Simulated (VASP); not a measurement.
# Ag in VASP: work function with LDA

Aim: the work function of Ag with LDA.

Program: VASP 6.6.1. These are calculated values, not measurements. Logs are shortened: lines on timing, memory, paths and dates and some standing lists are left out, and cuts for length are marked.

## Step 1: The structure

The cell holds a slab with vacuum, 4 atoms: a = 2.953 Å, b = 2.953 Å, c = 27.971 Å, α = 90.00°, β = 90.00°, γ = 120.00°.

The cell was built by a generator and needn't be a form met in nature.

## Step 2: Work function, LDA

Input file INCAR:

```
SYSTEM = Ag
PREC = Accurate ; ENCUT = 520
EDIFF = 1E-6 ; ISMEAR = 1
SIGMA = 0.1 ; LREAL = .False.
LASPH = .True. ; NELM = 100
ALGO = Fast ; ISIF = 2
LWAVE = .False. ; LCHARG = .True.
LDIPOL = .True. ; IDIPOL = 3
DIPOL = 0.5 0.5 0.500 ; GGA = CA
LELF = .True. ; LVHAR = .True.
LVACPOTAV = .True.
```

Input file KPOINTS:

```
regular mesh
0
Gamma
  13 13 1
  0 0 0
```

Input file POSCAR:

```
Ag                                      
1.0
    2.9525243200      0.0000000000      0.0000000000
   -1.4762622100      2.5569611500      0.0000000000
    0.0000000000      0.0000000000     27.9712515000
  Ag            
     4
Direct
     0.3333330000000032    0.6666669999999968    0.3813561973476471
     0.0000000000000000    0.0000000000000000    0.4602466530947250
     0.6666659999999993    0.3333340000000007    0.5397533469052750
     0.3333330000000032    0.6666669999999968    0.6186438026523530
```

Potentials or basis: VASP PAW LDA potentials, release 64 (Ag).

Launch:

```console
$ cat potpaw_LDA.64/Ag/POTCAR > POTCAR
$ mpirun -np 1 vasp_std > vasp.out
```

OUTCAR:

```text
SYSTEM = Ag
   PREC = Accurate
   ENCUT = 520
   EDIFF = 1E-6
   ISMEAR = 1
   LREAL = .False.
   LASPH = .True.
   NELM = 100
   ISIF = 2
   GGA = CA

 ion  position               nearest neighbor table
   1  0.333  0.667  0.381-   2 2.79   2 2.79   2 2.79
   2  0.000  0.000  0.460-   1 2.79   1 2.79   1 2.79   3 2.80   3 2.80   3 2.80
   3  0.667  0.333  0.540-   4 2.79   4 2.79   4 2.79   2 2.80   2 2.80   2 2.80
   4  0.333  0.667  0.619-   3 2.79   3 2.79   3 2.79

  LATTYP: Found a hexagonal cell.
 ALAT       =     2.9525243200
 C/A-ratio  =     9.4736735310

  Lattice vectors:

 A1 = (   2.9525243200,   0.0000000000,   0.0000000000)
 A2 = (  -1.4762622100,   2.5569611500,   0.0000000000)
 A3 = (   0.0000000000,   0.0000000000,  27.9712515000)

Analysis of symmetry for initial positions (statically):
=====================================================================
 Subroutine PRICEL returns:
 Original cell was already a primitive cell.

 Routine SETGRP: Setting up the symmetry group for a
 hexagonal supercell.

 Subroutine GETGRP returns: Found 12 space group operations
 (whereof  6 operations were pure point group operations)
 out of a pool of 24 trial point group operations.

The static configuration has the point symmetry C_3v.
 The point group associated with its full space group is D_3d.

Analysis of symmetry for dynamics (positions and initial velocities):
=====================================================================
 Subroutine PRICEL returns:
 Original cell was already a primitive cell.

 Routine SETGRP: Setting up the symmetry group for a
 hexagonal supercell.

 Subroutine GETGRP returns: Found 12 space group operations
 (whereof  6 operations were pure point group operations)
 out of a pool of 24 trial point group operations.

The dynamic configuration has the point symmetry C_3v.
 The point group associated with its full space group is D_3d.

 Subroutine INISYM returns: Found 12 space group operations
 (whereof  6 operations are pure point group operations),
 and found     1 'primitive' translations

----------------------------------------------------------------------------------------

                                     Primitive cell

  volume of cell :     211.1687

  direct lattice vectors                    reciprocal lattice vectors
     2.952524320  0.000000000  0.000000000     0.338693230  0.195544628  0.000000000
    -1.476262210  2.556961150  0.000000000     0.000000000  0.391089243  0.000000000
     0.000000000  0.000000000 27.971251500     0.000000000  0.000000000  0.035750992

  length of vectors
     2.952524320  2.952524417 27.971251500     0.391089256  0.391089243  0.035750992

  position of ions in fractional coordinates (direct lattice)
     0.333333000  0.666667000  0.381356197
     0.000000000  0.000000000  0.460246653
     0.666666000  0.333334000  0.539753347
     0.333333000  0.666667000  0.618643803

  ion indices of the primitive-cell ions
   primitive index   ion index
                 1           1
                 2           2
                 3           3
                 4           4

----------------------------------------------------------------------------------------

 KPOINTS: regular mesh

Automatic generation of k-mesh.
 Grid dimensions read from file:
 generate k-points for:   13   13    1

 Generating k-lattice:

  Cartesian coordinates                     Fractional coordinates (reciprocal lattice)
     0.026053325  0.015041894  0.000000000     0.076923077  0.000000000  0.000000000
     0.000000000  0.030083788  0.000000000     0.000000000  0.076923077  0.000000000
     0.000000000  0.000000000  0.035750992     0.000000000  0.000000000  1.000000000

  Length of vectors
     0.030083789  0.030083788  0.035750992

  Shift w.r.t. Gamma in fractional coordinates (k-lattice)
     0.000000000  0.000000000  0.000000000

 Subroutine IBZKPT returns following result:
 ===========================================

 Found     21 irreducible k-points:

 Following reciprocal coordinates:
            Coordinates               Weight
  0.000000  0.000000  0.000000      1.000000
  0.076923  0.000000  0.000000      6.000000
  0.153846  0.000000  0.000000      6.000000
  0.230769  0.000000  0.000000      6.000000
  0.307692  0.000000  0.000000      6.000000
  0.384615  0.000000  0.000000      6.000000
[... 13 lines left out ...]
  0.384615  0.230769  0.000000      6.000000
  0.307692  0.307692  0.000000      6.000000
   k-points           NKPTS =     21   k-points in BZ     NKDIM =     21   number of bands    NBANDS=     26
   number of dos      NEDOS =    301   number of ions     NIONS =      4
   total plane-waves  NPLWV = 120960
   dimension x,y,z NGX =    24 NGY =   24 NGZ =  210
   dimension x,y,z NGXF=    48 NGYF=   48 NGZF=  420
   ions per type =               4
   NGX,Y,Z   is equivalent  to a cutoff of  13.51, 13.51, 12.48 a.u.
   NGXF,Y,Z  is equivalent  to a cutoff of  27.03, 27.03, 24.96 a.u.
 SYSTEM =  Ag
   PREC   = accura    normal or accurate (medium, high low for compatibility)
   ISTART =      0    job   : 0-new  1-cont  2-samecut
   ICHARG =      2    charge: 1-file 2-atom 10-const
   ISPIN  =      1    spin polarized calculation?
   LNONCOLLINEAR =      F non collinear calculations
   LSORBIT =      F    spin-orbit coupling
   LASPH  =      T    aspherical Exc in radial PAW
   ENCUT  =  520.0 eV  38.22 Ry    6.18 a.u.   5.49  5.49 52.01*2*pi/ulx,y,z
   NELM   =    100;   NELMIN=  2; NELMDL= -5     # of ELM steps
   EDIFF  = 0.1E-05   stopping-criterion for ELM
   LREAL  =      F    real-space projection
[... 7 lines left out ...]
   TEBEG  =    0.0;   TEEND  =   0.0 temperature during run
   PSTRESS=    0.0 pullay stress
   NELECT =      44.0000    total number of electrons
   NUPDOWN=      -1.0000    fix difference up-down
   EMIN   =  10.00;   EMAX   =-10.00  energy-range for DOS
   EFERMI =   0.00;   METHOD = LEGACY
   ISMEAR =     1;   SIGMA  =   0.10  broadening in eV -4-tet -1-fermi 0-gaus
   EFERMI_NEDOS =   21; number of points for ismear=-14 and -15
   IALGO  =     68    algorithm
   IMIX   =      4    mixing-type and parameters
     AMIX     =   0.40;   BMIX     =  1.00
     AMIX_MAG =   1.60;   BMIX_MAG =  1.00
  volume/ion in A,a.u.               =      52.79       356.26
  Fermi-wavevector in a.u.,A,eV,Ry     =   0.970545  1.834065 12.816124  0.941959
  Thomas-Fermi vector in A             =   2.100689
   LORBIT       =      0    0 simple, 1 ext, 2 COOP (PROOUT), +10 PAW based schemes
   GGA     = CA    functional components
   LHFCALC =     F    Hartree Fock is set to
   AEXX    =    0.0000 exact exchange contribution
   IVDW    =     0    specifies the selected vdW correction
   LEPSILON=     F    determine dielectric tensor
   LRPA    =     F    only Hartree local field effects (RPA)
 non-spin polarized calculation
 RMM-DIIS sequential band-by-band and
 Methfessel and Paxton  Order N= 1 SIGMA  =   0.10
  energy-cutoff  :      520.00
  volume of cell :      211.17
 maximum number of plane-waves:      5781
 NGX is ok and might be reduce to    24
   NGX = 11   NGY = 11   NGZ =105

 number of electron      44.0000009 magnetization

 dipolmoment           0.000000      0.000000     -0.000000 electrons x Angstroem

 Free energy of the ion-electron system (eV)
  ---------------------------------------------------
  ext. energy  EPLUGINS =         0.00000000
  ---------------------------------------------------
  free energy    TOTEN  =       -13.85618256 eV

  energy without entropy =      -13.85619105  energy(sigma->0) =      -13.85618539

 E-fermi :  -0.5676     XC(G=0):  -4.6954

 val. band max:       -0.6484288881   @ k =   0.2308   0.1538   0.0000
 cond. band min:      -0.5317890948   @ k =   0.3077   0.2308   0.0000
 fundamental gap:      0.1166397933
 Fermi energy:        -0.5676102710

 k-point     1 :       0.0000    0.0000    0.0000
  band No.  band energies     occupation
      1      -8.2114      2.00000
      2      -7.1825      2.00000
      3      -6.8558      2.00000
      4      -6.6170      2.00000
      5      -5.5982      2.00000
      6      -5.5982      2.00000
[... 18 lines left out ...]
     25      -0.0179     -0.00000
     26       3.8892      0.00000

 k-point     2 :       0.0769    0.0000    0.0000
  band No.  band energies     occupation
      1      -8.0612      2.00000
      2      -7.0613      2.00000
      3      -6.7497      2.00000
      4      -6.5152      2.00000
      5      -5.6947      2.00000
      6      -5.5875      2.00000
[... 18 lines left out ...]
     25       0.3064     -0.00000
     26       4.0090      0.00000

 k-point     3 :       0.1538    0.0000    0.0000
  band No.  band energies     occupation
      1      -7.6459      2.00000
      2      -6.7726      2.00000
      3      -6.4942      2.00000
      4      -6.2869      2.00000
      5      -5.8650      2.00000
      6      -5.6907      2.00000
[... 18 lines left out ...]
     25       1.1291     -0.00000
     26       4.3655      0.00000

 k-point     4 :       0.2308    0.0000    0.0000
  band No.  band energies     occupation
      1      -7.1289      2.00000
      2      -6.6026      2.00000
      3      -6.4011      2.00000
      4      -6.1396      2.00000
      5      -5.9432      2.00000
      6      -5.7490      2.00000
[... 18 lines left out ...]
     25       2.2276      0.00000
     26       4.9526      0.00000
[... 409 lines left out ...]
      1      -6.6415      2.00000
      2      -6.5342      2.00000
      3      -6.3552      2.00000
      4      -6.1398      2.00000
      5      -6.0496      2.00000
      6      -5.8846      2.00000
[... 18 lines left out ...]
     25       4.1989      0.00000
     26       4.7262      0.00000

 k-point    20 :       0.3846    0.2308    0.0000
  band No.  band energies     occupation
      1      -6.6775      2.00000
      2      -6.5030      2.00000
      3      -6.3658      2.00000
      4      -6.1833      2.00000
      5      -6.1107      2.00000
      6      -5.8751      2.00000
[... 18 lines left out ...]
     25       3.9101      0.00000
     26       4.4182      0.00000

 k-point    21 :       0.3077    0.3077    0.0000
  band No.  band energies     occupation
      1      -6.5226      2.00000
      2      -6.4773      2.00000
      3      -6.3246      2.00000
      4      -6.1097      2.00000
      5      -6.0418      2.00000
      6      -5.8452      2.00000
[... 18 lines left out ...]
     25       3.6050      0.00000
     26       4.2222      0.00000

------------------------ aborting loop because EDIFF is reached ----------------------------------------

  FORCE on cell =-STRESS in cart. coord.  units (eV):
  Direction    XX          YY          ZZ          XY          YZ          ZX
  --------------------------------------------------------------------------------------
  -------------------------------------------------------------------------------------
  Total       -4.4742149     -4.4742152      0.0671539      0.0000001     -0.0000000      0.0000000
  in kB      -33.9467273    -33.9467295      0.5095096      0.0000007     -0.0000000      0.0000000
  external PRESSURE =     -22.4613157 kB  Pullay stress =       0.0000000 kB

 VOLUME and BASIS-vectors are now :
 -----------------------------------------------------------------------------
  energy-cutoff  :      520.00
  volume of cell :      211.17
      direct lattice vectors                 reciprocal lattice vectors
     2.952524320  0.000000000  0.000000000     0.338693230  0.195544628  0.000000000
    -1.476262210  2.556961150  0.000000000     0.000000000  0.391089243  0.000000000
     0.000000000  0.000000000 27.971251500     0.000000000  0.000000000  0.035750992

 POSITION                                       TOTAL-FORCE (eV/Angst)
 -----------------------------------------------------------------------------------
     -0.00000      1.70464     10.66701        -0.000000      0.000000     -0.009959
      0.00000      0.00000     12.87367         0.000000      0.000000     -0.016036
      1.47626      0.85232     15.09758        -0.000000      0.000000      0.016036
     -0.00000      1.70464     17.30424         0.000000     -0.000000      0.009959
 -----------------------------------------------------------------------------------
    total drift:                                0.001681     -0.000970     -0.000159

  FREE ENERGIE OF THE ION-ELECTRON SYSTEM (eV)
  ---------------------------------------------------
  free  energy   TOTEN  =       -13.8561825586 eV

  energy  without entropy=      -13.8561910502  energy(sigma->0) =      -13.85618539

 vacuum level on the upper side and lower side of the slab         4.244         4.244
```

Wall time 1.7 min (1 thread of Intel Xeon Platinum 8375C at 2.90GHz (Ice Lake), shared host); peak memory 0.29 GiB.

Results:

```
Free energy                     : -13.8562 eV
Largest force                   : 0.016 eV/Å
Band gap on the k mesh          : none (metal or under the smearing width)
Work function of the upper face : 4.81 eV
Work function of the lower face : 4.81 eV
```

Forces on the atoms (eV/Å):
```
Ag   0.000  0.000 -0.010
Ag   0.000  0.000 -0.016
Ag   0.000  0.000  0.016
Ag   0.000  0.000  0.010
```
